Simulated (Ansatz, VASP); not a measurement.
# SiGe in two plane-wave programs, part 2 of 2

Wanted: the spread between two codes on one cell, functional and k mesh. The cell is generated by rule, not measured, and may not be a known phase. The cell is taken from a series of runs on this material, whose earlier steps may have relaxed, scaled, displaced or heated it; both programs get it as it stands.

VASP 6.6.1 and Ansatz 0.2.0.

So far: Set-up; VASP: relaxation of cell and atoms, PBE.

The structure was built from a prototype and need not be the compound's stable phase.

### 3. Ansatz: relaxation of cell and atoms, PBE

Level of this step: Ansatz beside VASP: Kohn-Sham DFT, plane waves, PBE (Ansatz).

Ansatz runs on its default PAW (the set named soft_2) files.

The same cell, functional and mesh now go to Ansatz, which takes its cutoff from its data sets.

The input, input.yaml:

```yaml
crystal:
  lattice:
    - [2.8008952547, 2.8008952547, 0.0]
    - [-2.8032005787, 2.8032005787, 0.0]
    - [0.0, 0.0, 11.2119428196]
  atoms:
    - { symbol: Ge, position: [0.0, 0.0, 0.4914700022] }
    - { symbol: Ge, position: [0.5, 0.0, 0.6223883563] }
    - { symbol: Ge, position: [0.5, 0.5, 0.7526116437] }
    - { symbol: Ge, position: [0.0, 0.5, 0.8835299978] }
    - { symbol: Si, position: [0.0, 0.0, 0.0082284867] }
    - { symbol: Si, position: [0.5, 0.0, 0.1275680853] }
    - { symbol: Si, position: [0.5, 0.5, 0.2474319147] }
    - { symbol: Si, position: [0.0, 0.5, 0.3667715133] }
kpoints:
  mp_grid: { grid: [8, 8, 4] }
hamiltonian:
  xc: pbe
scf:
  occupations: { method: fixed }
output:
  forces: true
  stress: true
  eigenvalues: true
relax:
  adjacent_minimum: "off"
  f_tol: 0.001
  max_steps: 60
  cell: { stress_tol: 0.01 }
```

The run is started by

```
> ansatz run input.yaml --threads 8 --pin off --max-ram 14336MiB --backend cpu --events-out ev --progress --plain --runs-dir out
```

Numbers of over 12 decimals in the logs are rounded to 6 here.

Output:

```text
Engine: ansatz 0.2.0, x86_64-unknown-linux-gnu
Pseudopotentials: kind: paw
Pseudopotential: Ge, paw, valence charge 14, recommended cutoff 420 eV (normal), Ge.paw.azcp
Pseudopotential: Si, paw, valence charge 4, recommended cutoff 420 eV (normal), Si.paw.azcp
Functional definition: PBE
  parameter kappa = 0.804
  parameter beta = 0.066725
  exchange = pbe_x(kappa = kappa, mu = beta*pi^2/3)
  correlation = pbe_c(beta = beta)
Crystal: 8 atoms, lattice volume = 176.060 Å³
Basis set: ecut = 420 eV, 3413 PW (Γ), exchange–correlation on 54×54×150 points (8 copies of the dense FFT grid, shifted against one another)
Bands: 44, of which v1, the nominal top of the filled ones, is band 36 counted from 1 (35 counted from 0)
Symmetry: 8 space group operations
Space group: Pmma (ITA 51), of the structure as read, at distance tolerance 5.6e-5 Å
k-points: 75 of 256
Non-local potential: Ge, projectors of the file, l = 0: 2, l = 1: 2, l = 2: 3, l = 3: 1
Non-local potential: Si, projectors of the file, l = 0: 2, l = 1: 2, l = 2: 2
PAW form: soft (Blöchl's): semilocal exchange-correlation on the pseudo side does not see the compensation charge
PAW one-centre angular grid: Ge, 590 points (default); XC on 64 Gauss nodes
PAW one-centre angular grid: Si, 110 points (default); XC on 64 Gauss nodes
Initial density: superposition of atomic densities (neutral atoms: chi_scale 0, normalization atom), corrected by the library's trained network
Initial wavefunctions: pseudopotential atomic-orbital guess
Functional: x = pbe(κ = 0.804, μ = 0.219515), c = pbe(β = 0.066725)
SCF iter   1: F=—  HF=-19723.041901 eV  |F-HF|=—  |Δ(HF+E_count)|=         —  Δρ=1.63e-3  dr2=4.21e-2  ethr=1.77e-3  ⟨swp⟩=4.7  Hψ=11192  notcnv=0  defer=422
preconditioner: auto → Resta (q_TF=auto, 2.351 Å⁻¹)  ε∞=5.0  [insulator: Δε(μ)=0.415 eV  Ē_g=7.927 eV  n_scr=48 (ndim 8)  ℏωp=15.8 eV  f_vac=0.009  ε∞_Penn≈5.0]
SCF iter   2: F=—  HF=-19723.036019 eV  |F-HF|=—  |Δ(HF+E_count)|=   5.88e-3  Δρ=9.33e-4  dr2=1.68e-3  ethr=5.85e-5  ⟨swp⟩=3.3  Hψ=6506  notcnv=0  defer=448
SCF iter   3: F=—  HF=-19723.035890 eV  |F-HF|=—  |Δ(HF+E_count)|=   1.29e-4  Δρ=4.71e-4  dr2=5.22e-4  ethr=2.33e-6  ⟨swp⟩=2.0  Hψ=5723  notcnv=0  defer=449
SCF iter   4: F=—  HF=-19723.036003 eV  |F-HF|=—  |Δ(HF+E_count)|=   1.13e-4  Δρ=2.13e-4  dr2=1.25e-4  ethr=7.25e-7  ⟨swp⟩=2.5  Hψ=5719  notcnv=0  defer=434
SCF iter   5: F=—  HF=-19723.036071 eV  |F-HF|=—  |Δ(HF+E_count)|=   6.81e-5  Δρ=5.16e-5  dr2=5.05e-6  ethr=1.73e-7  ⟨swp⟩=2.0  Hψ=4252  notcnv=0  defer=364
SCF iter   6: F=—  HF=-19723.036035 eV  |F-HF|=—  |Δ(HF+E_count)|=   3.61e-5  Δρ=1.10e-5  dr2=2.12e-7  ethr=7.01e-9  ⟨swp⟩=2.0  Hψ=5754  notcnv=0  defer=274
SCF iter   7: F=-19723.036035 eV  HF=-19723.036035 eV  |F-HF|=1.55e-8  |Δ(HF+E_count)|=   4.81e-8  Δρ=4.00e-6  dr2=2.43e-8  ethr=1.39e-10  ⟨swp⟩=11.2  Hψ=16234  notcnv=0
SCF 1 converged in 7 iterations: F = -19723.036035 eV  dr2 = 2.43e-8
  greatest PAW one-centre occupation: 0.998 electrons in one spin orbital (limit 2), on the Ge atom at site 2 (counted from 0), in its partial waves of l = 2
relax step   1: F+E_penalty+E_count = -19723.03603466 eV  Δ(F+E_penalty+E_count) = +0.000e0 eV  max|allowed force component| = 7.601e-4 eV/Å  Δτ_max = 0.0000 Å  P = +0.005 GPa  Ω = 176.060 Å³  (7 SCF iters, dr2 threshold 1.00e-7 eV, accepted)
Initial density: handed on by an earlier stage of this run
Initial wavefunctions: pseudopotential atomic-orbital guess (no wavefunctions were taken with the density)
iter 1 solved again at ethr=4.04e-7 eV; its pass at ethr=3.10e-3 eV (dr2=2.91e-4 eV) is discarded
SCF iter   1: F=—  HF=-19723.036077 eV  |F-HF|=—  |Δ(HF+E_count)|=         —  Δρ=3.79e-6  dr2=2.24e-8  ethr=4.04e-7  ⟨swp⟩=2.8  Hψ=18113  notcnv=0  defer=447
eigensolver tolerance schedule: the retry pair's looser diagonalisation over-reported the residual by 12969.92 of it (diagonalisation noise at an unbounded share of the residual, at the tolerance the schedule requests for it); recorded, not acted on — ethr = c·dr2/N_el stays at c = 1.0e-1
preconditioner: auto → Resta (q_TF=auto, 2.351 Å⁻¹)  ε∞=5.0  [insulator: Δε(μ)=0.372 eV  Ē_g=7.922 eV  n_scr=48 (ndim 8)  ℏωp=15.8 eV  f_vac=0.005  ε∞_Penn≈5.0]
SCF iter   2: F=—  HF=-19723.036035 eV  |F-HF|=—  |Δ(HF+E_count)|=   4.20e-5  Δρ=2.52e-6  dr2=9.74e-9  ethr=3.11e-11  ⟨swp⟩=3.8  Hψ=8755  notcnv=0  defer=404
SCF iter   3: F=—  HF=-19723.036035 eV  |F-HF|=—  |Δ(HF+E_count)|=   8.60e-9  Δρ=1.38e-6  dr2=3.34e-9  ethr=1.35e-11  ⟨swp⟩=2.0  Hψ=5638  notcnv=0  defer=404
SCF iter   4: F=—  HF=-19723.036035 eV  |F-HF|=—  |Δ(HF+E_count)|=   6.43e-9  Δρ=5.96e-7  dr2=8.58e-10  ethr=4.64e-12  ⟨swp⟩=2.0  Hψ=5746  notcnv=0  defer=404
SCF iter   5: F=—  HF=-19723.036035 eV  |F-HF|=—  |Δ(HF+E_count)|=   1.54e-9  Δρ=1.90e-7  dr2=8.74e-11  ethr=1.19e-12  ⟨swp⟩=2.0  Hψ=5752  notcnv=0  defer=404
SCF iter   6: F=—  HF=-19723.036035 eV  |F-HF|=—  |Δ(HF+E_count)|=  9.09e-11  Δρ=6.75e-8  dr2=1.03e-11  ethr=1.00e-12  ⟨swp⟩=1.9  Hψ=3195  notcnv=0  defer=404
SCF iter   7: F=-19723.036035 eV  HF=-19723.036035 eV  |F-HF|=7.28e-12  |Δ(HF+E_count)|=  1.09e-11  Δρ=1.50e-8  dr2=4.16e-13  ethr=1.00e-12  ⟨swp⟩=12.2  Hψ=17386  notcnv=0
SCF 2 converged in 7 iterations: F = -19723.036035 eV  dr2 = 4.16e-13
relax step   2: F+E_penalty+E_count = -19723.03603469 eV  Δ(F+E_penalty+E_count) = -3.315e-8 eV  max|allowed force component| = 7.548e-4 eV/Å  Δτ_max = 0.0000 Å  P = +0.005 GPa  Ω = 176.060 Å³  stress off target by 7.52e-3 GPa  SCF on the basis re-selected at this cell (its energy is not comparable with the rows above)  (7 SCF iters)
basis re-selected at this cell: Δ(F+E_penalty+E_count) = -3.315e-8 eV, ΔP = +0.000 GPa vs the last step (what re-selecting the basis moved, of the pressure what is left beyond the Pulay correction that the steps carried, after the strain that the cell walked since its last selection, with what the two solves' SCF thresholds leave and, on support functions, any second-order correction that the steps lacked; it is no m [...]
SCF converged after 7 iterations
Free energy (F): -19723.036035 eV
Harris-Foulkes:  -19723.036035 eV  (|F-HF|=7.28e-12)
Internal energy: -19723.036035 eV  (E = F + TS)
E sigma→0 (E₀):  -19723.036035 eV
Fermi energy:    7.164660 eV
--- Per-component energies (eV) ---
  E_band       = -631.065608
  E_kinetic    = 603.875553
  E_local      = -14007.155220  (includes V_loc(G=0)·N_el)
  E_nonlocal   = 1777.387512
  E_hartree    = 6350.341418
  E_xc         = -521.495872
  E_vxc        = -443.411782  (∫ρ·V_xc dr)
  E_paw        = -10130.823582  (= ΣΔE_a)
  E_vpaw       = -1262.445678  (= ΣTr[D̂ρ^β])
  E_aug_tail   = 0.001150  (compensation charges beyond the density's cutoff)
  E_ewald      = -3795.166995
  E_smearing   = -0.000000  (= −TS)
  E_closure    = -0.000000  (closes the sum)
  Σ components = -19723.036035   (vs F -19723.036035, Δ=0.00e0)
--- Forces (eV/Å), atoms counted from 1 ---
  atom   1  Ge    -0.00000000    -0.00000000    -0.00032235
  atom   2  Ge     0.00000000     0.00000000     0.00075476
  atom   3  Ge    -0.00000000    -0.00000000    -0.00075476
  atom   4  Ge     0.00000000     0.00000000     0.00032235
  atom   5  Si    -0.00000000    -0.00000000     0.00010492
  atom   6  Si     0.00000000     0.00000000     0.00001439
  atom   7  Si    -0.00000000    -0.00000000    -0.00001439
  atom   8  Si     0.00000000     0.00000000    -0.00010492
  max |Σ_I F_I| component: 1.22e-19 eV/Å
--- Stress (GPa, compression-positive) ---
        0.003779       0.000863       0.000000
        0.000863       0.003779      -0.000000
        0.000000      -0.000000       0.007517
  P = ⅓ Tr σ = 0.0050 GPa (0.050 kbar)
--- Band table (eV; the first three rows and the last of 75) ---
  k-point 0: bands = [... 32 lower, 5.3102, 7.0699, 7.1269, 7.1647, 7.6107, 7.7243, 8.2285, 8.3904, ... 4 higher]
  k-point 1: bands = [... 32 lower, 5.7221, 6.3934, 6.8667, 6.9084, 7.5615, 7.7182, 8.3427, 8.6570, ... 4 higher]
  k-point 2: bands = [... 32 lower, 6.1272, 6.1642, 6.4402, 6.5245, 7.5363, 7.6777, 8.6617, 8.7572, ... 4 higher]
  k-point 74: bands = [... 32 lower, 3.8392, 3.8392, 3.8568, 3.8568, 8.7867, 8.7867, 8.9272, 8.9272, ... 4 higher]
--- Relaxed structure (1 steps of the walk, 1 accepted, 1 SCFs on fresh bases) ---
  F+E_penalty+E_count = -19723.03603469 eV   max|allowed force component| = 7.548e-4 eV/Å   (the final SCF, on the basis selected at the relaxed cell)
  cell:  # Å, volume = 176.0605 Å³
    - [2.8008952547, 2.8008952547, 0.0]
    - [-2.8032005787, 2.8032005787, 0.0]
    - [0.0, 0.0, 11.2119428196]
  atoms:
    - { symbol: Ge, position: [0.0, 0.0, 0.491470] }
    - { symbol: Ge, position: [0.5, 0.0, 0.622388] }
    - { symbol: Ge, position: [0.500000, 0.5, 0.752612] }
    - { symbol: Ge, position: [0.0, 0.500000, 0.883530] }
    - { symbol: Si, position: [0.0, 0.0, 0.00822849] }
    - { symbol: Si, position: [0.5, 0.0, 0.1275680853] }
    - { symbol: Si, position: [0.500000, 0.5, 0.247432] }
    - { symbol: Si, position: [0.0, 0.500000, 0.366772] }
```

### 4. Side by side

Known differences besides the potentials themselves: fixed occupations in Ansatz, narrow Gaussian smearing in VASP; the cutoff is 420 eV in Ansatz and 500 eV in VASP; Ansatz adds a Pulay correction to the stress that steers its cell, VASP none. Total energies have different zeros and are not compared.

The two programs side by side:

| quantity | Ansatz | VASP | difference |
| --- | --- | --- | --- |
| volume (Å³) | 176.06 | 175.83 | +0.13 % |
| edge a after relaxation, in the typed setting (Å) | 3.961 | 3.959 | +0.04 % |
| edge b after relaxation, in the typed setting (Å) | 3.964 | 3.962 | +0.05 % |
| edge c after relaxation, in the typed setting (Å) | 11.212 | 11.207 | +0.04 % |

### 5. Outcome

```json
{"difference in volume (relaxation of cell and atoms, PBE)": "0.13 %"}
```

**Reading.** The difference in volume is 0.13 % (relaxation of cell and atoms, PBE), within the 1.2 % picked in this series as the mark of a large difference, as far as the stopping tolerances let one tell. 1 further run of this series is not shown here. Such differences can come from data sets, numerical settings and the points named under the comparisons, not from the functional's error against experiment.

[Lines on the potential files, build, host, timing and source positions are cut from VASP's logs without a mark.]

[Logs are printed without paths, hosts, clocks, repeated set-up lines and the standing remarks that a program may print on its own settings, such as how far it seeks lower states.]

[Hosts, paths, dates, database ids (printed as entryN), source tags and the programs' standing remarks are cut or masked in the printed files.]
